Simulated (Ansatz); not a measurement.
# Al: the cost of one run

Computed with Ansatz 0.2.0 (DFT PBE+D3(BJ), scalar-relativistic, plane waves, PAW, unless a step's input says otherwise).

3 further runs of the same task are left out: 3 set aside as unsound or not needed.

## Step 1: Starting point

The structure is hexagonal, space group P6_3/mmc (No. 194). The conventional cell has a = 2.804 Å, b = 2.804 Å, c = 4.676 Å, α = 90.00°, β = 90.00°, γ = 120.00°. Al (site symmetry -6m2) is surrounded by 12 Al at 2.80 to 2.84 Å.

As a file:

```
Al
1.0
     2.80382    0.00000    0.00000
    -1.40191    2.42818    0.00000
     0.00000    0.00000    4.67640
Al
2
Direct
  0.66667 0.33333 0.75000
  0.33333 0.66667 0.25000
```

It goes back to an entry of the Materials Project, which need not be the stable form.

This cell was relaxed beforehand with the same method: volume 15.92 Å³/atom, gap on the mesh none (metal).

## Step 2: Reference cell for the strains

The input, input.yaml:

```yaml
crystal:
  lattice:
    - [2.8038236456, 0.0, 0.0]
    - [-1.4019118228, 2.4281825048, 0.0]
    - [0.0, 0.0, 4.6763983987]
  atoms:
    - { symbol: Al, position: [0.6666666667, 0.3333333333, 0.75] }
    - { symbol: Al, position: [0.3333333333, 0.6666666667, 0.25] }
basis:
  ecutwfc: 420
kpoints:
  mp_grid: { grid: [24, 24, 12] }
hamiltonian:
  xc: pbe
  dispersion: d3bj
scf:
  occupations: { method: gaussian, width: 0.1 }
output:
  forces: true
  stress: true
  eigenvalues: true
```

Run with:

```bash
> ansatz run input.yaml --threads 1 --pin off --max-ram 2560MiB --backend cpu --events-out ev --progress --plain --runs-dir out
```

What time and memory should one allow on 1 thread of Arm Neoverse V2, shared host?

About 4.6 s, with a peak of 0.36 GiB.
